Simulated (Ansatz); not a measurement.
# Ta (Im-3m) in Ansatz: convergence with xc grid

Aim: find how far xc grid must go before the results for Ta settle, at PBEsol. This setting moves, with any that are tied to it; all else stays.

All numbers are computed with Ansatz 0.2.0; they aren't measurements. Logs are shortened: lines on timing, memory, paths and dates and some standing lists are left out, and cuts for length are marked.

### 1 The crystal as given

The structure is cubic, space group Im-3m (No. 229). Conventional cell: a = 3.303 Å, b = 3.303 Å, c = 3.303 Å, α = 90.00°, β = 90.00°, γ = 90.00°. Ta (site symmetry m-3m) has 8 Ta at 2.86 Å as nearest neighbours.

### 2 With xc grid 1

The input, input.yaml:

```yaml
crystal:
  lattice:
    - [-1.65128, 1.65128, 1.65128]
    - [1.65128, -1.65128, 1.65128]
    - [1.65128, 1.65128, -1.65128]
  atoms:
    - { symbol: Ta, position: [0.0, 0.0, 0.0] }
kpoints:
  mp_grid: { grid: [11, 11, 11] }
scf:
  occupations: { method: fermi_dirac, width: 0.05 }
hamiltonian:
  xc: pbesol
  pseudopotentials: { kind: all_electron, lapw: { basis_error: 0.001 } }
output:
  forces: true
  stress: true
  eigenvalues: true
basis:
  xc_grid: 1
```

Potentials or basis: all-electron LAPW, scalar-relativistic.

Launch:

```console
> ansatz run input.yaml --threads 1 --pin off --max-ram 3072MiB --backend cpu --events-out ev --progress --plain --runs-dir out
```

Output:

```text
Warning: RAYON_NUM_THREADS=1 ignored (pool sized by the plan → 1); use --threads N
LAPW: plane waves up to 8.289 Å⁻¹, error target 1.0e-3 eV per atom; small_component_spin mean_spin; Ta in spheres of 1.430 Å, 37 of its electrons in bands, Dirac shells [] (how accurate: hamiltonian.pseudopotentials.lapw.basis_error, Limitations)
Engine: ansatz 0.2.0, x86_64-unknown-linux-gnu
Pseudopotentials: kind: all_electron
Pseudopotential: Ta, LAPW, valence charge 37, lapw/all_electron/scalar/gaussian/Ta, Koelling and Harmon's equation, gaussian nucleus
Functional definition: PBEsol
  exchange = pbesol_x
  correlation = pbesol_c
Crystal: 1 atoms, lattice volume = 18.010 Å³
Basis set: ecut = 261.75659341963467 eV, 177 PW (Γ), exchange–correlation at level 1
Bands: 23, of which v1, the nominal top of the filled ones, is band 19 counted from 1 (18 counted from 0)
Symmetry: 48 space group operations
Space group: Im-3m (ITA 229), of the structure as read, at distance tolerance 2.6e-5 Å
k-points: 56 of 1331
Non-local potential: Ta, projectors of the file, none
Initial density: superposition of atomic densities (chi_scale 0.1, normalization cell)
Initial wavefunctions: plane waves of lowest kinetic energy (no species holds an atomic orbital)
Functional: x = pbesol(κ = 0.804, μ = 0.12345679012345678), c = pbesol(β = 0.046)
iter 1 solved again at ethr=2.11e-4 eV; its pass at ethr=1.00e-1 eV (dr2=7.81e-2 eV) is discarded
SCF iter   1: F=—  HF=-424443.536892 eV  |F-HF|=—  |Δ(HF+E_count)|=         —  Δρ=2.58e-2  dr2=7.86e-2  ethr=2.11e-4  ⟨swp⟩=2.9  Hψ=8166  notcnv=0
preconditioner: auto → Kerker (q_TF=auto, 3.076 Å⁻¹)  [metal: Δε(μ)=0.036 eV  Ē_g=24.490 eV  σ=0.050 eV  W_gap=0.18  n_scr=12 (ndim 8)  ℏωp=43.7 eV  f_vac=0.000  D(μ)=1.21/eV (n_scr^D=12)]
SCF iter   2: F=—  HF=-424443.401048 eV  |F-HF|=—  |Δ(HF+E_count)|=   1.36e-1  Δρ=1.29e-2  dr2=2.29e-2  ethr=2.11e-4  ⟨swp⟩=2.0  Hψ=4032  notcnv=0
SCF iter   3: F=—  HF=-424443.386841 eV  |F-HF|=—  |Δ(HF+E_count)|=   1.42e-2  Δρ=8.72e-3  dr2=1.20e-2  ethr=6.20e-5  ⟨swp⟩=2.0  Hψ=3785  notcnv=0
SCF iter   4: F=—  HF=-424443.382070 eV  |F-HF|=—  |Δ(HF+E_count)|=         —  Δρ=4.82e-3  dr2=4.38e-3  ethr=3.24e-5  ⟨swp⟩=2.0  Hψ=3785  notcnv=0
the basis was enlarged: its passes take 455.3 KiB over the memory plan, 1 of 1 planned eigensolver slots
iter 5 solved again at ethr=1.01e-6 eV; its pass at ethr=1.18e-5 eV (dr2=3.72e-4 eV) is discarded
SCF iter   5: F=—  HF=-424443.382454 eV  |F-HF|=—  |Δ(HF+E_count)|=   3.84e-4  Δρ=1.32e-3  dr2=3.72e-4  ethr=1.01e-6  ⟨swp⟩=2.0  Hψ=6374  notcnv=0
SCF iter   6: F=—  HF=-424443.382480 eV  |F-HF|=—  |Δ(HF+E_count)|=   2.59e-5  Δρ=3.02e-4  dr2=9.58e-6  ethr=1.01e-6  ⟨swp⟩=2.0  Hψ=3786  notcnv=0
SCF iter   7: F=—  HF=-424443.382480 eV  |F-HF|=—  |Δ(HF+E_count)|=   9.94e-8  Δρ=5.03e-5  dr2=2.33e-7  ethr=2.59e-8  ⟨swp⟩=2.0  Hψ=3786  notcnv=0
SCF iter   8: F=-424443.382480 eV  HF=-424443.382480 eV  |F-HF|=9.90e-10  |Δ(HF+E_count)|=  8.73e-10  Δρ=4.89e-6  dr2=1.30e-9  ethr=6.30e-10  ⟨swp⟩=2.0  Hψ=3786  notcnv=0
SCF 1 converged in 8 iterations: F = -424443.382480 eV  dr2 = 1.30e-9
SCF converged after 8 iterations
Free energy (F): -424443.382480 eV
Harris-Foulkes:  -424443.382480 eV  (|F-HF|=9.90e-10)
Internal energy: -424443.374475 eV  (E = F + TS)
E sigma→0 (E₀):  -424443.378477 eV
Entropy (-TS):   -0.008005 eV (-8.005 meV/atom)
Fermi energy:    24.635153 eV
--- Per-component energies (eV) ---
  E_band       = -1854.321668
  E_kinetic    = 473751.702693
  E_xc         = -8496.557024
  E_electrostatic = -889698.520143  (all electrons and nuclei)
  E_smearing   = -0.008005  (= −TS)
  E_closure    = 0.000000  (closes the sum)
  E_atoms      = -424432.909506  (free atoms, spherical and without spin; not in F)
  Σ components = -424443.382480   (vs F -424443.382480, Δ=0.00e0)
  Basis errors (estimates in eV, not in F): energy 2.6e-4 per atom: plane waves 2.2e-4 (1.1e-4 summed), levels above the bands 4.6e-87, relativity 4.7e-8, radial functions 4.0e-5, core shells 1.3e-6; eigenvalues (radial functions only) 2.0e-6; not estimated: angular momenta, meshes, grids; target (lapw.basis_error) 1.0e-3; muffin-tin radii Ta 1.430 Å
--- Forces (eV/Å), atoms counted from 1 ---
  atom   1  Ta    -0.00000000     0.00000000    -0.00000000
  max |Σ_I F_I| component: 9.86e-32 eV/Å
--- Stress (GPa, compression-positive) ---
       -4.395287       0.000000      -0.000000
        0.000000      -4.395287       0.000000
       -0.000000       0.000000      -4.395287
  P = ⅓ Tr σ = -4.3953 GPa (-43.953 kbar)
--- Band table (eV; the first three rows and the last of 56) ---
  k-point 0: bands = ["-191.1021", "-191.1021", "-191.0843", "-191.0843", "-191.0843", "-42.4208", "-8.3609", "-8.3609", "-8.3609", "5.8070", "5.8070", "5.8070", "5.8585", "5.8585", "5.8585", "5.9109", "16.7288", "25.3564", "25.3564", "25.3564", "28.6259", "28.6259", "39.2510"]
  k-point 1: bands = ["-191.1021", "-191.1021", "-191.0843", "-191.0843", "-191.0843", "-42.4117", "-8.4623", "-8.3922", "-8.3614", "5.8086", "5.8106", "5.8110", "5.8549", "5.8572", "5.8574", "5.9060", "17.0937", "25.1234", "25.2778", "25.7184", "28.2786", "28.6290", "39.5662"]
  k-point 2: bands = ["-191.1021", "-191.1021", "-191.0843", "-191.0843", "-191.0843", "-42.3870", "-8.7275", "-8.4755", "-8.3630", "5.8122", "5.8201", "5.8213", "5.8461", "5.8523", "5.8552", "5.8951", "18.0817", "24.5591", "24.9039", "26.7732", "27.9284", "28.6856", "40.0115"]
  k-point 55: bands = ["-191.1021", "-191.1021", "-191.0843", "-191.0843", "-191.0843", "-42.2216", "-9.1870", "-9.1691", "-9.1691", "5.8013", "5.8232", "5.8247", "5.8247", "5.8747", "5.8755", "5.8755", "20.9274", "20.9701", "30.4619", "30.4619", "31.2830", "32.6389", "34.4607"]
```

Wall time 7.3 s (1 thread of Intel Xeon at 2.70GHz, shared host); peak memory 0.3 GiB.

Results:

```yaml
Free_energy: -424443.3825 eV
Pressure: -4.4 GPa
Band_gap_on_the_k_mesh: none (metal or under the smearing width)
```

### 3 With xc grid 2

Changes to input.yaml since step 2:

```diff
@@ -19,2 +19,2 @@
 basis:
-  xc_grid: 1
+  xc_grid: 2
```

Potentials or basis: all-electron LAPW, scalar-relativistic.

Launch:

```console
> ansatz run input.yaml --threads 1 --pin off --max-ram 3072MiB --backend cpu --events-out ev --progress --plain --runs-dir out
```

Wall time 7.7 s (1 thread of Intel Xeon at 2.70GHz, shared host); peak memory 0.29 GiB.

Results:

```yaml
Free_energy: -424443.3825 eV
Pressure: -4.4 GPa
Band_gap_on_the_k_mesh: none (metal or under the smearing width)
```

### 4 With xc grid 3

Changes to input.yaml since step 3:

```diff
@@ -19,2 +19,2 @@
 basis:
-  xc_grid: 2
+  xc_grid: 3
```

Launch:

```console
> ansatz run input.yaml --threads 1 --pin off --max-ram 3072MiB --backend cpu --events-out ev --progress --plain --runs-dir out
```

Wall time 6.6 s (1 thread of Intel Xeon at 2.70GHz, shared host); peak memory 0.3 GiB.

Results (log left out):

* Free energy: -424443.3825 eV
* Pressure: -4.4 GPa
* Band gap on the k mesh: none (metal or under the smearing width)

### 5 With xc grid 4

Changes to input.yaml since step 4:

```diff
@@ -19,2 +19,2 @@
 basis:
-  xc_grid: 3
+  xc_grid: 4
```

Launch:

```console
> ansatz run input.yaml --threads 1 --pin off --max-ram 3072MiB --backend cpu --events-out ev --progress --plain --runs-dir out
```

It took 7.7 s on 1 thread of Intel Xeon at 2.70GHz, shared host; peak memory 0.3 GiB.

The run converged. Its results:

* Free energy: -424443.3825 eV
* Pressure: -4.4 GPa
* Band gap on the k mesh: none (metal or under the smearing width)

### 6 Result

| xc grid | energy less the tightest run, at zero smearing (meV/atom) | SCF cycles | CPU time (s) | peak memory (GiB) |
| --- | --- | --- | --- | --- |
| 1 | 0.00 | 8 | 7.1 | 0.3 |
| 2 | 0.00 | 8 | 7.6 | 0.29 |
| 3 | 0.00 | 8 | 6.6 | 0.3 |
| 4 | 0.00 | 8 | 7.7 | 0.3 |

Against the tightest run, the energy stays within 1 meV/atom from 1 on. The tightest run that finished is the yardstick and may itself not be fully converged.
